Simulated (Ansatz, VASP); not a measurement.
## Two plane-wave programs on Pt

File INCAR:

```
ALGO = Normal
EDIFF = 1E-6
ENCUT = 520
ISIF = 2
ISMEAR = -1
ISPIN = 2
LASPH = True
LCHARG = False
LMAXMIX = 4
LORBIT = 11
LREAL = False
LWAVE = False
MAGMOM = 1
NBANDS = 15
NELM = 150
PREC = Accurate
SIGMA = 0.05
```

The input KPOINTS:

```
k-points
0
Gamma
  23 23 23
```

POSCAR

```
Pt
1.0
    0.0000000000      1.9972537789      1.9972537789
    1.9972537789      0.0000000000      1.9972537789
    1.9972537789      1.9972537789      0.0000000000
Pt
1
Direct
    0.0000000000      0.0000000000      0.0000000000
```

Input for Ansatz:

```yaml
crystal:
  lattice:
    - [0.0, 1.9972537789, 1.9972537789]
    - [1.9972537789, 0.0, 1.9972537789]
    - [1.9972537789, 1.9972537789, 0.0]
  atoms:
    - { symbol: Pt, position: [0.0, 0.0, 0.0], spin: 1.0 }
hamiltonian:
  xc: lda
  pseudopotentials:
    kind: paw
    azcp:
      Pt: "pseudopotentials/Pt.paw.azcp"
basis:
  ecutwfc: 420
  fft_grid_basis: typed
kpoints:
  mp_grid: { grid: [23, 23, 23], shift: [0, 0, 0] }
magnetization:
  spin_polarized: true
scf:
  occupations: { method: fermi_dirac, width: 0.05 }
output:
  stress: true
```

Alike in both runs: task single point; functional LDA; k mesh 23 × 23 × 23; occupations fermi-dirac, width 0.05 eV; collinear spin.

```csv
,VASP,Ansatz
version,VASP 6.6.1,Ansatz 0.2.0
potentials or method,"VASP PAW LDA potentials, release 64 (Pt)","plane waves (420 eV) with PAW, scalar-relativistic"
plane-wave cutoff (eV),520,420
valence electrons in the cell,10,18
```

|  | VASP | Ansatz | Ansatz less VASP |
| --- | --- | --- | --- |
| pressure (GPa) | -18.6 | -19.1 | -0.55 |
| net moment per atom (μB) | 0.00 | 0.00 | 0.000 |

The two sets of potentials don't hold the same shells in valence. Ansatz warned: «pseudo_functional_mismatch».

Caveats: so large a pressure means that the cell lies far from this level's equilibrium, or that cutoff or potentials fall short (VASP). The runs have no spin-orbit coupling, so splittings on Pt are missing.
